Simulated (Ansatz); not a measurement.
Consider the formal exchange of groups at the Si–O bond: `N=C(N)O[SiH3]` + `ClBCl` → `[SiH3]B(Cl)Cl` + `N=C(N)O`.

Isolated molecules relaxed with PBE0-D4/def2-TZVP in Ansatz; ΔE leaves out vibrations. CCSD(T)/CBS is the MP2 limit (def2-TZVPP, def2-QZVPP) plus CCSD(T) − MP2 in def2-TZVPP, frozen cores. This one scheme is used for every species. DFT in def2-TZVPP. HSE06 is defined as in plane-wave codes. One conformer a species, not always the lowest.

`N=C(N)O[SiH3]`:

Z-matrix (Å, degrees):
```
Si
O 1 1.664
H 1 1.484 2 110.5
H 1 1.478 2 104.5 3 -119.4
H 1 1.484 2 110.5 3 121.1
C 2 1.358 1 123.9 3 -60.6
N 6 1.363 2 110.1 1 -176.5
N 6 1.268 2 127.9 1 1.9
H 7 1.004 6 117.1 2 -22.3
H 7 1.004 6 115.3 2 -166.8
H 8 1.014 6 113.6 2 -1.9
```

`ClBCl`:

Z-matrix (Å, degrees):
```
B
Cl 1 1.734
Cl 1 1.734 2 120.7
H 1 1.187 2 119.7 3 180.0
```

`[SiH3]B(Cl)Cl`:

Z-matrix (Å, degrees):
```
Si
B 1 2.020
H 1 1.488 2 108.8
H 1 1.488 2 108.8 3 117.9
H 1 1.485 2 111.9 3 -121.0
Cl 2 1.745 1 119.4 3 -59.1
Cl 2 1.743 1 122.1 3 120.9
```

`N=C(N)O`:

```xyz
8

N    -0.292    1.179    0.640
C     0.025    0.121    0.018
N    -0.894   -0.640   -0.641
O     1.262   -0.418   -0.143
H     0.511    1.670    1.016
H    -1.851   -0.437   -0.412
H    -0.659   -1.603   -0.804
H     1.897    0.129    0.327
```

```csv
level,ΔE (kJ/mol)
LDA (SPW92),79.0
B97M-V,93.3
HSE06-D4,82.8
CAM-B3LYP-D4,102.5
PBE-QIDH,94.2
HF/def2-SVP,104.6
CCSD/def2-TZVPP,100.4
HF/def2-QZVPP,118.5
```

Question: What does CCSD(T)/CBS give? (Estimate.)

Answer: Ansatz gave: +97.0 kJ/mol. The listed levels differ from it by -18.0, -3.7, -14.2, 5.5, -2.8, 7.6, 3.4, 21.5 kJ/mol.

Largest T1 diagnostic among the species: 0.013.

In def2-TZVPP, CCSD(T) changes the Hartree–Fock value by −18.4 kJ/mol (the triples alone add −2.4 kJ/mol) and MP2 by −12.5 kJ/mol. Leaving LDA and LC-ωPBE aside and taking each functional with its dispersion term where it has one, the values, not all of them listed here, spread over 29.0 kJ/mol, from PBE-D4 to BHLYP-D4. From BLYP to BHLYP (50 % exact exchange), in def2-TZVPP and without D4, ΔE moves by +14.5 kJ/mol.

CCSD(T)/CBS has its own doubt, a few kJ/mol and more with outer-core shells, so smaller differences from it don't rank the levels.
